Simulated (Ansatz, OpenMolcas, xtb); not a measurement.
## Ligand exchange: C3H7Br + SnH3(SH) → C3H8S + SnH3Br

Species: C3H7Br (1-bromopropane) `CCCBr`, singlet; SnH3(SH), singlet; C3H8S (1-propanethiol) `CCCS`, singlet; SnH3Br `[Br][SnH3]`, singlet. The partners trade Br for SH: C–Br and Sn–SH bonds give way to C–SH and Sn–Br.

Shapes, held fixed at every level: PBE0-D4/def2-TZVP. Flexible molecules stand in one conformer, not always the lowest. Programs: Ansatz 0.2.0, OpenMolcas 26.06, xtb 6.7.1. Electronic energies: no zero-point or thermal term.

Problem. Estimate ΔE of this reaction.

Solution. The highest level, CCSD(T)/def2-TZVPP, gives ΔE = -39.3 kJ/mol; the levels span -53.5 to -5.8. The column of differences is taken from that level and isn't an error. No measured value is set beside it here. For atoms past krypton def2 sets carry core potentials with scalar relativity. Relativity is left out for Br unless named. Correlated rows may include outer-core shells of Br, Sn, which these sets cover unevenly.

```
             level                    kind  ΔE (kJ/mol)  less CCSD(T)/def2-TZVPP
          GFN0-xTB          semi-empirical         -5.8                    +33.5
       HF/def2-SVP            Hartree–Fock        -53.5                    -14.2
     HF/def2-TZVPP            Hartree–Fock        -53.2                    -13.9
 PBE-D4/def2-TZVPP                     GGA        -40.7                     -1.4
     PBE0/def2-SVP           global hybrid        -44.2                     -4.9
wB97X-V/def2-TZVPP  range-separated hybrid        -46.3                     -7.0
   CCSD/def2-TZVPP   coupled cluster or CI        -41.2                     -1.9
CCSD(T)/def2-TZVPP   coupled cluster or CI        -39.3                      0.0
```
